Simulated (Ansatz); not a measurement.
# Hf2Si: how the energy converges with the cutoff

Hf2Si, I4/mcm, a = 6.551 Å, c = 5.166 Å. The structure is a Materials Project entry; whether it is the stable form wasn't checked. Ansatz: r2SCAN, PAW, cutoff varied, Γ-centred 10×10×10 mesh on 6 atoms, Gaussian smearing 0.10 eV; no spin polarisation. Single points at one geometry, the cutoff alone changed; ΔE is the energy at zero smearing over the run at 850 eV. The runs up to 460 eV lie under the cutoff recommended for these PAW datasets.

```
cutoff (eV)  ΔE (meV/atom)
        150       23600.38
        200        4126.42
        250         745.58
        300          85.48
        350           7.77
        380           3.03
        460           1.46
        500           1.22
        520           1.14
        600           0.85
        700              ?
```

Assume ΔE falls exponentially with the cutoff, fit y = ln ΔE against x, the cutoff in eV, to the other rows, and predict the missing value.

y = 10.069, 8.325, 6.614, 4.448, 2.050, 1.109, 0.378, 0.199, 0.131, -0.163. Means x = 371.0, y = 3.3160; Σ(Δx)² = 197490, ΣΔxΔy = -4756; the slope is their ratio. y = 12.25 − 0.02408 x, a factor of ten per 96 eV. At 700 eV this gives ΔE = 0.01 meV/atom. The run gave 0.46, a ratio of 0.02. Between neighbouring rows the decay runs from a factor of ten per 48 eV to one per 679 eV, so one exponential is only a rough guide.